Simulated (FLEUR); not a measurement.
# Rh (Fm-3m) in FLEUR: a series of runs

One crystal, Rh, is run at these levels: Wu-Cohen GGA; tasks: band structure, equation of state.

All numbers are computed with FLEUR MaX-R8.1 (later development tree); they aren't measurements. Logs are shortened: lines on timing, memory, paths and dates and some standing lists are left out, and cuts for length are marked.

**What was measured.**

“Thermal equation of state of rhodium characterized by XRD in a resistively heated diamond anvil cell”, 2024, pmc:11535440 quotes, for a bulk crystal of Rh: bulk modulus 264 ± 1 GPa.

How close the calculation comes is told below.

### Step 1. Starting point

It takes space group Fm-3m (No. 225, cubic). The conventional cell has a = 3.796 Å, b = 3.796 Å, c = 3.796 Å, α = 90.00°, β = 90.00°, γ = 90.00°. Rh (site symmetry m-3m) is surrounded by 12 Rh at 2.68 Å.

### Step 2. Band structure, Wu-Cohen GGA

The input, inp.xml:

```xml
<?xml version="1.0" encoding="UTF-8" standalone="no"?>
<fleurInput fleurInputVersion="0.39">
   <comment>
      Rh                                                                                                  
   </comment>
   <calculationSetup>
      <cutoffs Kmax="4.17" Gmax="12.9" GmaxXC="12.9" numbands="0"/>
      <scfLoop itmax="60" minDistance="0.00001" maxIterBroyd="15" imix="Anderson" alpha="0.05" precondParam="0.0" spinf="2.0" sdNocoIR="T"/>
      <coreElectrons ctail="T" frcor="F" kcrel="0" coretail_lmax="0"/>
      <xcFunctional name="wc" relativisticCorrections="F"/>
      <magnetism jspins="1"/>
      <soc l_soc="F" theta="0.0" phi="0.0" spav="F"/>
      <expertModes spex="0" secvar="F"/>
      <geometryOptimization l_f="F" forcealpha="1.0" forcemix="BFGS" epsdisp="0.00001" epsforce="0.00001"/>
      <ldaU l_linMix="F" mixParam="0.05" spinf="1.0"/>
   </calculationSetup>
   <cell>
      <bzIntegration valenceElectrons="17.0" mode="hist" fermiSmearingEnergy="0.00183747">
         <kPointListSelection listName="default-1"/>
         <!-- k-points included here -->
         <xi:include xmlns:xi="http://www.w3.org/2001/XInclude" href="kpts.xml"> </xi:include>
      </bzIntegration>
      <!-- symmetry operations included here -->
      <xi:include xmlns:xi="http://www.w3.org/2001/XInclude" href="sym.xml"> </xi:include>
      <bulkLattice scale="1.0">
         <bravaisMatrix>
            <row-1>    0.0000000000000000     3.5864167255721098     3.5864167255721098</row-1>
            <row-2>    3.5864167255721098     0.0000000000000000     3.5864167255721098</row-2>
            <row-3>    3.5864167255721098     3.5864167255721098     0.0000000000000000</row-3>
         </bravaisMatrix>
      </bulkLattice>
   </cell>
   <atomSpecies>
      <species name="Rhodium (Rh)" element="Rh" atomicNumber="45">
         <mtSphere radius="2.35" gridPoints="777" logIncrement="0.016"/>
         <atomicCutoffs lmax="9" lnonsphr="7"/>
         <electronConfig flipSpins="F">
            <coreConfig>(1s1/2) (2s1/2) (2p1/2) (2p3/2) (3s1/2) (3p1/2) (3p3/2) (3d3/2) (3d5/2)</coreConfig>
            <valenceConfig>(4s1/2) (4p1/2) (4p3/2) (5s1/2) (4d3/2) (4d5/2)</valenceConfig>
            <stateOccupation state="(5s1/2)" spinUp="0.500000" spinDown="0.500000"/>
            <stateOccupation state="(4d3/2)" spinUp="1.600000" spinDown="1.600000"/>
            <stateOccupation state="(4d5/2)" spinUp="2.400000" spinDown="2.400000"/>
         </electronConfig>
         <energyParameters s="5" p="5" d="4" f="4"/>
         <lo type="SCLO" l="0" n="4" eDeriv="0"/>
         <lo type="SCLO" l="1" n="4" eDeriv="0"/>
         <lo type="SCLO" l="1" n="4" eDeriv="1"/>
         <lo type="SCLO" l="2" n="4" eDeriv="2"/>
         <lo type="SCLO" l="3" n="4" eDeriv="2"/>
      </species>
   </atomSpecies>
   <atomGroups>
      <atomGroup species="Rhodium (Rh)">
         <relPos label="                   1">.0000000000 .0000000000 .0000000000</relPos>
         <force calculate="T" relaxXYZ="TTT"/>
      </atomGroup>
   </atomGroups>
   <output dos="F" band="F" slice="F">
      <checks vchk="F" cdinf="F"/>
      <bandDOS minEnergy="-.5*Htr" maxEnergy="0.5*Htr" sigma="0.015" storeEVData="T"/>
      <vacuumDOS vacdos="F" integ="F" star="F" nstars="0" locx1="0.0" locy1="0.0" locx2="0.0" locy2="0.0" nstm="0" tworkf="0.0"/>
      <unfoldingBand unfoldBand="F" supercellX="1" supercellY="1" supercellZ="1"/>
      <plotting iplot="0" polar="F">
         <plot TwoD="T" vec1="  1.0  0.0  0.0" vec2="  0.0  1.0  0.0" vec3="  0.0  0.0  1.0" zero="  0.0  0.0  0.0" file="plot"/>
      </plotting>
      <chargeDensitySlicing numkpt="0" minEigenval="0.0" maxEigenval="0.0" nnne="0" pallst="F"/>
      <specialOutput eonly="F"/>
      <moessbauerParams electricFieldGradient="T" isomerShift="T" coreHyperfine="T" valenceHyperfine="T"/>
      <magneticCircularDichroism mcd="F" energyLo="-10.0" energyUp="0.0"/>
   </output>
  <!-- We include the file relax.xml here to enable relaxations (see documentation) -->
  <xi:include xmlns:xi="http://www.w3.org/2001/XInclude" href="relax.xml"> <xi:fallback/> </xi:include>
</fleurInput>
```

The input, crystal.txt:

```
Rh
&input cartesian=F /
0.0000000000  1.8978500000  1.8978500000
1.8978500000  0.0000000000  1.8978500000
1.8978500000  1.8978500000  0.0000000000
1.8897261246
1.0 1.0 1.0

1
45 0.0000000000  0.0000000000  0.0000000000

&kpt div1=12 div2=12 div3=12 gamma=T /
```

The input, inp.xml (bands):

```
<?xml version="1.0" encoding="UTF-8" standalone="no"?>
<fleurInput fleurInputVersion="0.39">
   <comment>
      Rh                                                                                                  
   </comment>
   <calculationSetup>
      <cutoffs Kmax="4.17" Gmax="12.9" GmaxXC="12.9" numbands="0"/>
      <scfLoop itmax="60" minDistance="0.00001" maxIterBroyd="15" imix="Anderson" alpha="0.05" precondParam="0.0" spinf="2.0" sdNocoIR="T"/>
      <coreElectrons ctail="T" frcor="F" kcrel="0" coretail_lmax="0"/>
      <xcFunctional name="wc" relativisticCorrections="F"/>
      <magnetism jspins="1"/>
      <soc l_soc="F" theta="0.0" phi="0.0" spav="F"/>
      <expertModes spex="0" secvar="F"/>
      <geometryOptimization l_f="F" forcealpha="1.0" forcemix="BFGS" epsdisp="0.00001" epsforce="0.00001"/>
      <ldaU l_linMix="F" mixParam="0.05" spinf="1.0"/>
   </calculationSetup>
   <cell>
      <bzIntegration valenceElectrons="17.0" mode="hist" fermiSmearingEnergy="0.00183747">
         <kPointListSelection listName="path-1"/>
         <!-- k-points included here -->
         <xi:include xmlns:xi="http://www.w3.org/2001/XInclude" href="kpts.xml"> </xi:include>
      </bzIntegration>
      <!-- symmetry operations included here -->
      <xi:include xmlns:xi="http://www.w3.org/2001/XInclude" href="sym.xml"> </xi:include>
      <bulkLattice scale="1.0">
         <bravaisMatrix>
            <row-1>    0.0000000000000000     3.5864167255721098     3.5864167255721098</row-1>
            <row-2>    3.5864167255721098     0.0000000000000000     3.5864167255721098</row-2>
            <row-3>    3.5864167255721098     3.5864167255721098     0.0000000000000000</row-3>
         </bravaisMatrix>
      </bulkLattice>
   </cell>
   <atomSpecies>
      <species name="Rhodium (Rh)" element="Rh" atomicNumber="45">
         <mtSphere radius="2.35" gridPoints="777" logIncrement="0.016"/>
         <atomicCutoffs lmax="9" lnonsphr="7"/>
         <electronConfig flipSpins="F">
            <coreConfig>(1s1/2) (2s1/2) (2p1/2) (2p3/2) (3s1/2) (3p1/2) (3p3/2) (3d3/2) (3d5/2)</coreConfig>
            <valenceConfig>(4s1/2) (4p1/2) (4p3/2) (5s1/2) (4d3/2) (4d5/2)</valenceConfig>
            <stateOccupation state="(5s1/2)" spinUp="0.500000" spinDown="0.500000"/>
            <stateOccupation state="(4d3/2)" spinUp="1.600000" spinDown="1.600000"/>
            <stateOccupation state="(4d5/2)" spinUp="2.400000" spinDown="2.400000"/>
         </electronConfig>
         <energyParameters s="5" p="5" d="4" f="4"/>
         <lo type="SCLO" l="0" n="4" eDeriv="0"/>
         <lo type="SCLO" l="1" n="4" eDeriv="0"/>
         <lo type="SCLO" l="1" n="4" eDeriv="1"/>
         <lo type="SCLO" l="2" n="4" eDeriv="2"/>
         <lo type="SCLO" l="3" n="4" eDeriv="2"/>
      </species>
   </atomSpecies>
   <atomGroups>
      <atomGroup species="Rhodium (Rh)">
         <relPos label="                   1">.0000000000 .0000000000 .0000000000</relPos>
         <force calculate="T" relaxXYZ="TTT"/>
      </atomGroup>
   </atomGroups>
   <output dos="F" band="T" slice="F">
      <checks vchk="F" cdinf="F"/>
      <bandDOS minEnergy="-.5*Htr" maxEnergy="0.5*Htr" sigma="0.015" storeEVData="T"/>
      <vacuumDOS vacdos="F" integ="F" star="F" nstars="0" locx1="0.0" locy1="0.0" locx2="0.0" locy2="0.0" nstm="0" tworkf="0.0"/>
      <unfoldingBand unfoldBand="F" supercellX="1" supercellY="1" supercellZ="1"/>
      <plotting iplot="0" polar="F">
         <plot TwoD="T" vec1="  1.0  0.0  0.0" vec2="  0.0  1.0  0.0" vec3="  0.0  0.0  1.0" zero="  0.0  0.0  0.0" file="plot"/>
      </plotting>
      <chargeDensitySlicing numkpt="0" minEigenval="0.0" maxEigenval="0.0" nnne="0" pallst="F"/>
      <specialOutput eonly="F"/>
      <moessbauerParams electricFieldGradient="T" isomerShift="T" coreHyperfine="T" valenceHyperfine="T"/>
      <magneticCircularDichroism mcd="F" energyLo="-10.0" energyUp="0.0"/>
   </output>
  <!-- We include the file relax.xml here to enable relaxations (see documentation) -->
  <xi:include xmlns:xi="http://www.w3.org/2001/XInclude" href="relax.xml"> <xi:fallback/> </xi:include>
</fleurInput>
```

Potentials or basis: all-electron, FLAPW.

The run is started by

```console
inpgen -f crystal.txt -profile fastHighL
# inp.xml edited to the form shown
fleur_MPI
fleur_MPI   # second run, on inp.xml (bands)
```

What it wrote:

```text
Welcome to FLEUR        (www.flapw.de)
      MaX-Release 8.1          (www.max-centre.eu)

 ========== k-point set info ==========
 Selected k-point list: default-1
 k-point list type: mesh
 12 x 12 x 12
 Number of k points: 72

 ------------Calculation Setup---------------------------
 Number of MPI-tasks      :            1
 Number of PE/node        :            1
 Number of OMP-threads    :            1
 Most efficient MPI parallelization for:
           1           2           3           4           6           8           9          12          18          24          36          72
 Additional eigenvalue parallelization possible
 Number of basis functions:          160
 Approximate size of matrices (H+S) per k-point:         0.000 GB
 --------------------------------------------------------
 Iteration:     1   Distance:      18.40644003 me/bohr^3
 Iteration:     2   Distance:      16.16417995 me/bohr^3
 Iteration:     3   Distance:       5.84236645 me/bohr^3
 Iteration:     4   Distance:       4.00768634 me/bohr^3
 Iteration:     5   Distance:       1.56181189 me/bohr^3
 Iteration:     6   Distance:       0.34291484 me/bohr^3
 Iteration:     7   Distance:       0.07377208 me/bohr^3
 Iteration:     8   Distance:       0.00512785 me/bohr^3
 Iteration:     9   Distance:       0.00357304 me/bohr^3
 Iteration:    10   Distance:       0.00045765 me/bohr^3
 Iteration:    11   Distance:       0.00020605 me/bohr^3
 Iteration:    12   Distance:       0.00001622 me/bohr^3
 Iteration:    13   Distance:       0.00000079 me/bohr^3

 ********************************************************************
 Run finished successfully
 Stop message:
   all done
 ********************************************************************
```

output (bands):

```text
Welcome to FLEUR        (www.flapw.de)
      MaX-Release 8.1          (www.max-centre.eu)

 ========== k-point set info ==========
 Selected k-point list: path-1
 k-point list type: path
 Number of k points: 60

 ------------Calculation Setup---------------------------
 Number of MPI-tasks      :            1
 Number of PE/node        :            1
 Number of OMP-threads    :            1
 Most efficient MPI parallelization for:
           1           2           3           4           5           6          10          12          15          20          30          60
 Additional eigenvalue parallelization possible
 Number of basis functions:          160
 Approximate size of matrices (H+S) per k-point:         0.000 GB
 --------------------------------------------------------
 Fermi energy correction for metals:
 Fermi energy in bands.* files may not be consistent with last density.
 Please correct it manually (e.g. in band.gnu file).

 Note: Band structure data (together with different weights) is also stored in the banddos.hdf file.
       A convenient way of extracting and plotting the data from that file is by making use of the

 ********************************************************************
 Run finished successfully
 Stop message:
   Charge density postprocessing done.
 ********************************************************************
```

out.xml (last iteration):

```text
<iteration numberForCurrentRun="   13" overallNumber="   13">
         <energyParameters units="Htr">
            <atomicEP atomType="1" spin="1" branch="5s" branchLowest="-2.35" branchHighest="2.33" value="0.3526563320"/>
            <atomicEP atomType="1" spin="1" branch="5p" branchLowest="-1.14" branchHighest="3.07" value="0.4793379182"/>
            <atomicEP atomType="1" spin="1" branch="4d" branchLowest="-10.39" branchHighest="0.70" value="0.4185334722"/>
            <atomicEP atomType="1" spin="1" branch="4f" branchLowest="-9.99" branchHighest="2.61" value="0.7682893908"/>
            <loAtomicEP atomType="1" spin="1" branch="4s" branchLowest="-21.26" branchHighest="-2.35" value="-2.3684415241"/>
            <loAtomicEP atomType="1" spin="1" branch="4p" branchLowest="-17.07" branchHighest="-1.14" value="-1.1921133609"/>
            <loAtomicEP atomType="1" spin="1" branch="4p" branchLowest="-17.07" branchHighest="-1.14" value="-1.1921133609"/>
            <loAtomicEP atomType="1" spin="1" branch="4d" branchLowest="-10.39" branchHighest="0.70" value="0.4145776973"/>
            <loAtomicEP atomType="1" spin="1" branch="4f" branchLowest="-9.99" branchHighest="2.61" value="0.7682909071"/>
         </energyParameters>
         <eigenvalues>
            <eigenvaluesAt spin="1" ikpt="1" k_x="0.00000000" k_y="0.00000000" k_z="0.00000000">
                      -2.3726640483       -1.1766074207       -1.1766074207       -1.1766074207        0.2301160288
                       0.4116615099        0.4116615099        0.4116615099        0.4896787469        0.4896787469
                       1.1056964020        1.3020667691        1.3020667691        1.3020667691
            </eigenvaluesAt>
            <eigenvaluesAt spin="1" ikpt="2" k_x="0.00000000" k_y="0.00000000" k_z="0.08333333">
                      -2.3723819900       -1.1785128673       -1.1768651755       -1.1768651755        0.2403307229
                       0.4072413368        0.4155962264        0.4155962264        0.4875546431        0.4875546431
                       1.1203035526        1.2547393881        1.3170809350        1.3170809350
            </eigenvaluesAt>
            <eigenvaluesAt spin="1" ikpt="3" k_x="0.00000000" k_y="0.00000000" k_z="0.16666667">
                      -2.3716095153       -1.1836784811       -1.1775678881       -1.1775678881        0.2675015761
                       0.3993412901        0.4235773252        0.4235773252        0.4857327897        0.4857327897
                       1.1516028957        1.1712131270        1.3589832502        1.3589832502
[... 24 lines left out ...]
            <state n="3" l="1" j="1.5" energy="-16.7908041168" weight="2.0000000000"/>
            <state n="3" l="2" j="1.5" energy="-10.4969321604" weight="2.0000000000"/>
            <state n="3" l="2" j="2.5" energy="-10.3165626856" weight="3.0000000000"/>
         </coreStates>
         <allElectronCharges>
            <spinDependentCharge spin="1" total="45.0000000" interstitial="1.6267319" mtSpheres="43.3732681"/>
            <totalCharge value="44.9999999993"/>
         </allElectronCharges>
         <moessbauerParams unitsHFF="kG" unitsIS="e/bohr^3" unitsEFG="Htr/bohr^2">
            <coreIsomerShift atomType="1" isTotal="122223.69954">
               <shell n="1" l="0" isomerShift="107589.45393"/>
               <shell n="2" l="0" isomerShift="12119.26565"/>
               <shell n="2" l="1" isomerShift="229.73784"/>
               <shell n="3" l="0" isomerShift="2239.98192"/>
               <shell n="3" l="1" isomerShift="45.26019"/>
               <shell n="3" l="2" isomerShift="0.00001"/>
            </coreIsomerShift>
            <isomerShift atomType="1" nucleusRadius="0.0001107" averageDensity="122653.99835"/>
            <electricFieldGradient atomType="1" VXX="0.00000" VYY="0.00000" VZZ="0.00000" asymParam="0.00000">
            </electricFieldGradient>
         </moessbauerParams>
         <totalEnergy                                    value="    -4784.6288707865" units="Htr">
            <sumOfEigenvalues                            value="    -2848.2215733518">
               <coreElectrons value="-2840.0351192987"/>
               <valenceElectrons value="-8.1864540531"/>
            </sumOfEigenvalues>
            <densityCoulombPotentialIntegral value="-7654.7448208301"/>
            <densityEffectivePotentialIntegral value="-7835.8254131370"/>
            <chargeDenXCDenIntegral value="-138.3244208127"/>
            <FockExchangeEnergyValence value="0.0000000000"/>
            <FockExchangeEnergyCore value="0.0000000000"/>
            <atomTypeDependentContributions atomType="1">
               <electronNucleiInteractionDifferentMTs value="5780.1974036502"/>
               <MadelungTerm value="-26.3384756938"/>
            </atomTypeDependentContributions>
            <tkbTimesEntropy value="0.0002982799"/>
            <freeEnergy value="-4784.6291690664"/>
            <extrapolationTo0K value="-4784.6290199265"/>
         </totalEnergy>
         <densityConvergence units="me/bohr^3">
            <chargeDensity spin="1" distance="0.0000007869"/>
         </densityConvergence>
      </iteration>
```

It took 8.7 s on 1 thread of Arm Neoverse V2, shared host; peak memory 0.06 GiB.

What came out:

```
Free energy                                           : -130196.3924 eV
Band gap along the path                               : none (metal or under the smearing width)
Valence electrons inside the program's atomic spheres : Rh 15.37 (radii Rh 2.35 bohr)
```

Levels at the corners of the path, in eV from the Fermi level:
```
point  band 5  band 6  band 7  band 8  band 9  band 10  band 11  band 12
    Γ   -8.08   -3.14   -3.14   -3.14   -1.02    -1.02    15.74    21.09
    X   -6.41   -6.04    0.54    0.98    0.98     3.19    12.28    13.20
    W   -5.10   -3.88   -3.88   -1.24    0.98     9.60     9.60    11.19
    K   -5.60   -4.85   -2.12   -0.72    0.36     7.85     8.55    12.04
    Γ   -8.08   -3.14   -3.14   -3.14   -1.02    -1.02    15.74    21.09
    L   -6.22   -3.22   -3.22    0.56    0.56     0.66     8.63    15.29
    U   -5.60   -4.85   -2.12   -0.72    0.36     7.85     8.55    12.04
    W   -5.10   -3.88   -3.88   -1.24    0.98     9.60     9.60    11.19
    L   -6.22   -3.22   -3.22    0.56    0.56     0.66     8.63    15.29
    K   -5.60   -4.85   -2.12   -0.72    0.36     7.85     8.55    12.04
    U   -5.60   -4.85   -2.12   -0.72    0.36     7.85     8.55    12.04
    X   -6.41   -6.04    0.54    0.98    0.98     3.19    12.28    13.20
```

Core levels (eV from the Fermi level):
```
atom                                                                                                                             levels
1 Rh  1s1/2 -23019.6, 2s1/2 -3333.7, 2p1/2 -3087.0, 2p3/2 -2942.4, 3s1/2 -592.7, 3p1/2 -496.1, 3p3/2 -471.2, 3d3/2 -300.0, 3d5/2 -295.1
```

### Step 3. Equation of state, Wu-Cohen GGA, 12.85 Å³/atom (volume scaled by 0.94)

inp.xml, as its differences from that of step 2:

```diff
@@ -6,3 +6,3 @@
    <calculationSetup>
-      <cutoffs Kmax="4.17" Gmax="12.9" GmaxXC="12.9" numbands="0"/>
+      <cutoffs Kmax="4.26" Gmax="13.2" GmaxXC="13.2" numbands="0"/>
       <scfLoop itmax="60" minDistance="0.00001" maxIterBroyd="15" imix="Anderson" alpha="0.05" precondParam="0.0" spinf="2.0" sdNocoIR="T"/>
@@ -24,3 +24,3 @@
       <xi:include xmlns:xi="http://www.w3.org/2001/XInclude" href="sym.xml"> </xi:include>
-      <bulkLattice scale="1.0">
+      <bulkLattice scale="0.9795861087">
          <bravaisMatrix>
@@ -34,3 +34,3 @@
       <species name="Rhodium (Rh)" element="Rh" atomicNumber="45">
-         <mtSphere radius="2.35" gridPoints="777" logIncrement="0.016"/>
+         <mtSphere radius="2.3" gridPoints="777" logIncrement="0.016"/>
          <atomicCutoffs lmax="9" lnonsphr="7"/>
```

Potentials or basis: all-electron, FLAPW.

The run is started by

```console
inpgen -f crystal.txt -profile fastHighL
# inp.xml edited to the form shown
fleur_MPI
```

It took 7.7 s on 1 thread of Arm Neoverse V2, shared host; peak memory 0.08 GiB.

It converged, with:

```
Free energy                                           : -130196.3505 eV
Band gap on the k mesh                                : none (metal or under the smearing width)
Valence electrons inside the program's atomic spheres : Rh 15.29 (radii Rh 2.3 bohr)
```

### Step 4. Equation of state, Wu-Cohen GGA, 13.12 Å³/atom (volume scaled by 0.96)

inp.xml, as its differences from that of step 3:

```diff
@@ -24,3 +24,3 @@
       <xi:include xmlns:xi="http://www.w3.org/2001/XInclude" href="sym.xml"> </xi:include>
-      <bulkLattice scale="0.9795861087">
+      <bulkLattice scale="0.9864848297">
          <bravaisMatrix>
```

The run is started by

```console
inpgen -f crystal.txt -profile fastHighL
# inp.xml edited to the form shown
fleur_MPI
```

Wall time 7.8 s (1 thread of Arm Neoverse V2, shared host); peak memory 0.08 GiB.

It converged, with:

- Free energy: -130196.3764 eV
- Band gap on the k mesh: none (metal or under the smearing width)
- Valence electrons inside the program's atomic spheres: Rh 15.26 (radii Rh 2.3 bohr)

(Continued in part 2 of 2.)
